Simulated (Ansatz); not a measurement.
# Al$_{3}$Ru$_{2}$ under strain

Computed with DFT r2SCAN, scalar-relativistic, plane waves, PAW (Ansatz 0.2.0). Run with 500 eV cutoff, 12×12×4 k-mesh, Gaussian smearing of 0.10 eV, no spin polarisation.

The relaxed crystal:

```
Al Ru
1.0
     3.07731    0.00000    0.00000
     0.00000    3.07731    0.00000
     0.00000    0.00000   14.27432
Al Ru
6 4
Cartesian
  0.0000 0.0000 0.0000
  1.5387 1.5387 4.3701
  0.0000 0.0000 2.7671
  1.5387 1.5387 7.1372
  0.0000 0.0000 11.5072
  1.5387 1.5387 9.9042
  1.5387 1.5387 1.5119
  0.0000 0.0000 5.6252
  0.0000 0.0000 8.6491
  1.5387 1.5387 12.7624
```

Deformation: all cell vectors scaled alike, the atoms relaxed, all within the symmetry that the strain leaves. Energies are extrapolated to zero smearing. Stress is positive in compression, on the Cartesian axes of the cell above. On this cell's mesh the reference holds a stress of up to 0.39 GPa.

```json
{"strain (%)": "-3.0", "ΔE (meV/atom)": "73.4", "a (Å)": "2.985", "b (Å)": "2.985", "c (Å)": "13.846", "σxx (GPa)": "21.95", "σyy (GPa)": "21.95", "σzz (GPa)": "21.15"}
{"strain (%)": "-1.5", "ΔE (meV/atom)": "17.3", "a (Å)": "3.031", "b (Å)": "3.031", "c (Å)": "14.060", "σxx (GPa)": "9.81", "σyy (GPa)": "9.81", "σzz (GPa)": "9.57"}
{"strain (%)": "+0.0", "ΔE (meV/atom)": "0.0", "a (Å)": "3.077", "b (Å)": "3.077", "c (Å)": "14.274", "σxx (GPa)": "-0.09", "σyy (GPa)": "-0.09", "σzz (GPa)": "0.39"}
{"strain (%)": "+1.5", "ΔE (meV/atom)": "15.8", "a (Å)": "3.123", "b (Å)": "3.123", "c (Å)": "14.488", "σxx (GPa)": "-8.27", "σyy (GPa)": "-8.27", "σzz (GPa)": "-7.17"}
```